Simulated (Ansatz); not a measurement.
# TiAl3: the cost of one run

Computed with Ansatz 0.2.0 (DFT PBE, scalar-relativistic, plane waves, PAW, unless a step's input says otherwise).

1 further run of the same task is left out (set aside as unsound or not needed).

## Step 1: The structure to begin with

It takes space group Pm-3m (No. 221, cubic). Conventional cell: a = 3.980 Å, b = 3.980 Å, c = 3.980 Å, α = 90.00°, β = 90.00°, γ = 90.00°. Around Ti (site symmetry m-3m) lie 12 Al at 2.81 Å. Al (site symmetry 4/mmm) has 4 Ti at 2.81 Å and 8 Al at 2.81 Å as nearest neighbours.

Coordinates:

```cif
data_structure
_symmetry_space_group_name_H-M 'P 1'
_symmetry_Int_Tables_number 1
_cell_length_a 3.9797
_cell_length_b 3.9797
_cell_length_c 3.9797
_cell_angle_alpha 90.000
_cell_angle_beta 90.000
_cell_angle_gamma 90.000
_cell_volume 63.03
loop_
_atom_site_label
_atom_site_type_symbol
_atom_site_fract_x
_atom_site_fract_y
_atom_site_fract_z
_atom_site_occupancy
Ti1 Ti 0.00000 0.00000 0.00000 1
Al1 Al 0.50000 0.50000 0.00000 1
Al2 Al 0.50000 0.00000 0.50000 1
Al3 Al 0.00000 0.50000 0.50000 1
```

It goes back to an entry of the Materials Project, which need not be the stable form.

It is the result of an earlier relaxation at this level (volume 15.76 Å³/atom; gap on the mesh: none (metal)).

## Step 2: A stricter relaxation, with the smearing for a metal

Response functions are second derivatives at a minimum, so forces and stress are first brought close to zero on the mesh and occupations that the response runs use.

The input, input.yaml:

```yaml
crystal:
  lattice:
    - [3.9797267085, 0.0, 0.0]
    - [0.0, 3.9797267085, 0.0]
    - [0.0, 0.0, 3.9797267085]
  atoms:
    - { symbol: Ti, position: [0.0, 0.0, 0.0] }
    - { symbol: Al, position: [0.5, 0.5, 0.0] }
    - { symbol: Al, position: [0.5, 0.0, 0.5] }
    - { symbol: Al, position: [0.0, 0.5, 0.5] }
basis:
  ecutwfc: 420
kpoints:
  mp_grid: { grid: [10, 10, 10] }
hamiltonian:
  xc: pbe
scf:
  occupations: { method: fermi_dirac, width: 0.15 }
output:
  forces: true
  stress: true
  eigenvalues: true
relax:
  adjacent_minimum: "off"
  f_tol: 0.001
  max_steps: 60
  cell: { stress_tol: 0.01 }
```

Command:

```console
$ ansatz run input.yaml --threads 1 --pin off --max-ram 3072MiB --backend cpu --events-out ev --progress --plain --runs-dir out
```

Q: Estimate wall time and peak memory on 1 thread of Intel Xeon Platinum 8175M at 2.50GHz (Skylake/Cascade Lake), shared host.

About 16 s, with a peak of 0.43 GiB.
